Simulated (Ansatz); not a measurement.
Calculated electric field gradients for Ag

The cell is a COD entry, whose atoms a relaxation with PBE at fixed cell left in place.

```xyz
2
Lattice="2.9300 0.0000 0.0000 -1.4650 2.5375 0.0000 0.0000 0.0000 4.7900" Properties=species:S:1:pos:R:3 pbc="T T T"
Ag    0.0000    1.6916    1.1975
Ag    1.4650    0.8458    3.5925
```

Sites (sets of like atoms) are named by element and the number of their first atom in this list.

Computed with Ansatz: DFT, PBE, plane waves and PAW, scalar-relativistic, 420 eV cutoff, Γ-centred 18×18×10 k-points, Fermi–Dirac smearing 0.05 eV.

V_zz is the principal component of the electric field gradient with the largest magnitude, η = (V_xx − V_yy)/V_zz and C_Q = eQV_zz/h.

Task: What field gradients does the calculation give at each kind of site?

Result: 

```json
{"site": "Ag", "atoms (order as listed)": "1, 2", "first shell": "12 Ag at 2.93 Å", "V_zz (10²¹ V/m²)": "0.094", "η": "0.00", "C_Q (MHz)": "–"}
```

An axis of threefold or higher order runs through Ag, so V_zz lies along it and η is zero.

Ag has no stable isotope with a ground-state quadrupole moment in the table, so no C_Q is given.

With no gap above 0.1 eV, as in a metal, the gradients converge slowly in k; expect changes of a tenth or more on a denser mesh. Without spin–orbit coupling (the program notes it for Ag) the gradients can shift somewhat, as the gap is small.
